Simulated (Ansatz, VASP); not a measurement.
## Ga2O3 in two plane-wave programs

Wanted: the spread between two codes on one cell, functional and k mesh. The cell is taken from a series of runs on this material, whose earlier steps may have relaxed, scaled, displaced or heated it; both programs get it as it stands.

Calculated with Ansatz 0.2.0; plane waves, with VASP 6.6.1 beside it; single point at PBEsol.

## (1) The starting structure

The structure is monoclinic, space group C2/m (No. 12). Conventional cell: a = 12.214 Å, b = 3.037 Å, c = 5.798 Å, α = 90.00°, β = 103.83°, γ = 90.00°. Ga has 4 O at 1.83 to 1.87 Å nearest. Nearest to Ga lie 6 O at 1.93 to 2.07 Å. Nearest to O lie 3 Ga at 1.83 to 1.94 Å. Nearest to O lie 4 Ga at 1.87 to 2.07 Å. Nearest to O lie 3 Ga at 1.83 to 1.93 Å. Farther neighbours and most contacts between anions are not listed.

## (2) VASP: single point, PBEsol, pair 1

With cell and atoms fixed, the geometry can't cause a difference; cores, projectors, grids and the points listed under the comparison can.

Lines of VASP's logs that name or quote its potential files are left out, and so is its time.

Input file INCAR:

```
SYSTEM = Ga2O3
PREC = Accurate
ENCUT = 520
EDIFF = 1E-06
NELM = 120
ISMEAR = 0
SIGMA = 0.01
LREAL = .FALSE.
ALGO = Normal
GGA = PS
NBANDS = 54
LORBIT = 11
LWAVE = .FALSE.
LCHARG = .FALSE.
ISIF = 2
LASPH = .TRUE.
GGA_COMPAT = .FALSE.
EFERMI = MIDGAP
KPAR = 2
```

Input file POSCAR:

```
Ga2O3
1.0
    6.1070000000     -1.5185500000      0.0000000000
    6.1070000000      1.5185500000      0.0000000000
   -1.3859890000      0.0000000000      5.6300090000
Ga O
4 6
Direct
    0.0904646247      0.0904646247      0.7949554215
    0.9095353753      0.9095353753      0.2050445785
    0.6584130687      0.6584130687      0.3147554359
    0.3415869313      0.3415869313      0.6852445641
    0.1632964215      0.1632964215      0.1099554204
    0.8367035785      0.8367035785      0.8900445796
    0.1736399171      0.1736399171      0.5638390681
    0.8263600829      0.8263600829      0.4361609319
    0.4959127562      0.4959127562      0.2569531169
    0.5040872438      0.5040872438      0.7430468831
```

Input file KPOINTS:

```
Automatic mesh
0
Gamma
10 10 6
0 0 0
```

Potentials, in the order of the species: Ga_d and O (PBE family, release 64).

Started as:

```console
$ mpirun -np 2 vasp_std
```

Numbers of over 12 decimals in the logs are rounded to 6 here.

What it wrote:

```text
[banner, memory and clock lines left out]
running    2 mpi-ranks, on    1 nodes
 distrk:  each k-point on    1 cores,    2 groups
 distr:  one band on    1 cores,    1 groups

 POSCAR found type information on POSCAR GaO
 POSCAR found :  2 types and      10 ions
|                                                                             |
|               ----> ADVICE to this user running VASP <----                  |
|                                                                             |
|     You enforced a specific xc type in the INCAR file but a different       |
|     [... a line on the potential file left out ...]
|     I HOPE YOU KNOW WHAT YOU ARE DOING!                                     |
|                                                                             |

 LDA part: xc-table for (Slater+PW92), standard interpolation
 POSCAR, INCAR and KPOINTS ok, starting setup
 FFT: planning ... GRIDC
 FFT: planning ... GRID_SOFT
 FFT: planning ... GRID
 WAVECAR not read
 entering main loop
       N       E                     dE             d eps       ncg     rms          rms(c)
DAV:   1     0.120515728040E+04    0.12052E+04   -0.40158E+04 21886   0.300E+03
DAV:   2     0.193507019406E+03   -0.10117E+04   -0.95580E+03 19152   0.808E+02
DAV:   3    -0.513501340235E+02   -0.24486E+03   -0.23787E+03 21506   0.260E+02
DAV:   4    -0.712953882152E+02   -0.19945E+02   -0.19728E+02 23110   0.805E+01
DAV:   5    -0.720218167151E+02   -0.72643E+00   -0.72483E+00 24176   0.155E+01    0.162E+01
DAV:   6    -0.638742756171E+02    0.81475E+01   -0.27681E+01 34568   0.622E+01    0.477E+00
DAV:   7    -0.639760550058E+02   -0.10178E+00   -0.30300E+00 20488   0.947E+00    0.338E+00
DAV:   8    -0.639131249460E+02    0.62930E-01   -0.55475E-01 27322   0.780E+00    0.136E+00
DAV:   9    -0.638752754036E+02    0.37850E-01   -0.14776E-01 27504   0.515E+00    0.278E-01
DAV:  10    -0.638763460070E+02   -0.10706E-02   -0.24737E-02 26316   0.110E+00    0.137E-01
DAV:  11    -0.638765681783E+02   -0.22217E-03   -0.23572E-03 24864   0.546E-01    0.893E-02
DAV:  12    -0.638765767921E+02   -0.86138E-05   -0.73234E-04 26732   0.348E-01    0.200E-02
DAV:  13    -0.638765790439E+02   -0.22518E-05   -0.94984E-05 26696   0.872E-02    0.569E-03
DAV:  14    -0.638765805645E+02   -0.15206E-05   -0.21997E-05 22924   0.665E-02    0.840E-03
DAV:  15    -0.638765796416E+02    0.92293E-06   -0.38462E-06 18376   0.212E-02
   1 F= -.63876580E+02 E0= -.63876580E+02  d E =0.000000E+00
```

From OUTCAR (step 2):

```text
ion  position               nearest neighbor table
   1  0.090  0.090  0.795-   5 1.83  10 1.83  10 1.83   7 1.87
   2  0.910  0.910  0.205-   6 1.83   9 1.83   9 1.83   8 1.87
   3  0.658  0.658  0.315-   9 1.93   5 1.94   5 1.94   8 2.00   7 2.07   7 2.07
   4  0.342  0.342  0.685-  10 1.93   6 1.94   6 1.94   7 2.00   8 2.07   8 2.07
   5  0.163  0.163  0.110-   1 1.83   3 1.94   3 1.94
   6  0.837  0.837  0.890-   2 1.83   4 1.94   4 1.94
   7  0.174  0.174  0.564-   1 1.87   4 2.00   3 2.07   3 2.07
   8  0.826  0.826  0.436-   2 1.87   3 2.00   4 2.07   4 2.07
   9  0.496  0.496  0.257-   2 1.83   2 1.83   3 1.93
  10  0.504  0.504  0.743-   1 1.83   1 1.83   4 1.93

  LATTYP: Found a base centered monoclinic cell.
 ALAT       =    12.2140000000
 B/A-ratio  =     0.2486572785
 C/A-ratio  =     0.4747093728
 COS(beta)  =    -0.2390419160

 Subroutine GETGRP returns: Found  4 space group operations
 (whereof  4 operations were pure point group operations)

The static configuration has the point symmetry C_2h.

 Found    172 irreducible k-points:

   k-points           NKPTS =    172   k-points in BZ     NKDIM =    172   number of bands    NBANDS=     54

   dimension x,y,z NGX =    48 NGY =   48 NGZ =   48
   dimension x,y,z NGXF=    96 NGYF=   96 NGZF=   96

   ENCUT  =  520.0 eV  38.22 Ry    6.18 a.u.  11.70 11.70 10.78*2*pi/ulx,y,z

   NELECT =      88.0000    total number of electrons

 k-points in reciprocal lattice and weights: Automatic mesh
   0.00000000  0.00000000  0.00000000       0.002
   0.10000000  0.00000000 -0.00000000       0.007
   0.20000000  0.00000000 -0.00000000       0.007
   0.30000000 -0.00000000  0.00000000       0.007
   0.40000000  0.00000000 -0.00000000       0.007
   0.50000000 -0.00000000 -0.00000000       0.003
   0.10000000  0.10000000 -0.00000000       0.003
   0.20000000  0.10000000  0.00000000       0.007
   0.30000000  0.10000000  0.00000000       0.007
[...]
-0.40000000  0.40000000  0.50000000       0.003
   0.50000000  0.50000000  0.50000000       0.002

 average (electrostatic) potential at core
       1 -64.1658       2 -64.1658       3 -64.0181       4 -64.0181       5 -69.6862
       6 -69.6862       7 -70.1179       8 -70.1179       9 -69.9671      10 -69.9671

 E-fermi :   4.9425

 k-point     1 :       0.0000    0.0000    0.0000
  band No.  band energies     occupation
    ...
     40       3.0794      2.00000
     41       3.0934      2.00000
     42       3.2891      2.00000
     43       3.4778      2.00000
     44       3.7509      2.00000
     45       6.1129      0.00000
     46       9.4150      0.00000
     47      10.4096      0.00000
     48      10.4919      0.00000
     49      11.4230      0.00000
    ...

 k-point     2 :       0.1000    0.0000   -0.0000
  band No.  band energies     occupation
    ...
     40       2.8025      2.00000
     41       2.9311      2.00000
     42       3.2409      2.00000
     43       3.4200      2.00000
     44       3.7496      2.00000
     45       6.7009      0.00000
     46       9.5980      0.00000
     47      10.6462      0.00000
     48      10.7857      0.00000
     49      11.7375      0.00000
    ...

 k-point     3 :       0.2000    0.0000   -0.0000
  band No.  band energies     occupation
    ...
     40       2.5921      2.00000
     41       2.7525      2.00000
     42       3.0804      2.00000
     43       3.3070      2.00000
     44       3.7390      2.00000
     45       7.8470      0.00000
     46       9.9211      0.00000
     47      10.7889      0.00000
     48      11.5714      0.00000
     49      12.0573      0.00000
    ...

  Total        1.9803064      2.2257706      1.7219007      0.0000000      0.0000000      0.1292936
  in kB       30.3841344     34.1503282     26.4193783      0.0000000      0.0000000      1.9837707
  external PRESSURE =      30.3179469 kB  Pullay stress =       0.0000000 kB

  energy-cutoff  :      520.00
  volume of cell :      104.42
      direct lattice vectors                 reciprocal lattice vectors
     6.107000000 -1.518550000  0.000000000     0.081873260 -0.329261467  0.020155463
     6.107000000  1.518550000  0.000000000     0.081873260  0.329261467  0.020155463
    -1.385989000  0.000000000  5.630009000     0.000000000  0.000000000  0.177619609

 POSITION                                       TOTAL-FORCE (eV/Angst)
 -----------------------------------------------------------------------------------
      0.00314      0.00000      4.47561         0.040211      0.000000      0.006653
     10.82488      0.00000      1.15440        -0.040211      0.000000     -0.006653
      7.60561      0.00000      1.77208        -0.017461      0.000000      0.018690
      3.22240      0.00000      3.85793         0.017461      0.000000     -0.018690
      1.84211      0.00000      0.61905         0.166709      0.000000     -0.013821
      8.98591      0.00000      5.01096        -0.166709      0.000000      0.013821
      1.33936      0.00000      3.17442        -0.032070      0.000000     -0.021860
      9.48865      0.00000      2.45559         0.032070      0.000000      0.021860
      5.70094      0.00000      1.44665         0.073279      0.000000      0.045907
      5.12707      0.00000      4.18336        -0.073279      0.000000     -0.045907
 -----------------------------------------------------------------------------------
    total drift:                                0.000000      0.000000     -0.000000

  FREE ENERGIE OF THE ION-ELECTRON SYSTEM (eV)
  ---------------------------------------------------
  free  energy   TOTEN  =       -63.8765796416 eV

  energy  without entropy=      -63.8765796416  energy(sigma->0) =      -63.87657964

 total charge
# of ion       s       p       d       tot
------------------------------------------
    1        0.737   0.886  10.286  11.909
    2        0.737   0.886  10.286  11.909
    3        0.664   0.741  10.262  11.667
    4        0.664   0.741  10.262  11.667
    5        1.548   3.503   0.000   5.051
    6        1.548   3.503   0.000   5.051
    7        1.553   3.492   0.000   5.045
    8        1.553   3.492   0.000   5.045
    9        1.545   3.535   0.000   5.080
   10        1.545   3.535   0.000   5.080
--------------------------------------------------
tot         12.093  24.315  41.095  77.502

[... 3 further parts left out ...]
```

The run ends at a pressure of 3.03 GPa, with forces up to 0.17 eV/Å.

[end of part 1 of 2]

[Lines on the potential files, build, host, timing and source positions are cut from VASP's logs without a mark.]

[Logs are printed without paths, hosts, clocks, repeated set-up lines and the standing remarks that a program may print on its own settings, such as how far it seeks lower states.]

[Hosts, paths, dates, database ids (printed as entryN), source tags and the programs' standing remarks are cut or masked in the printed files.]
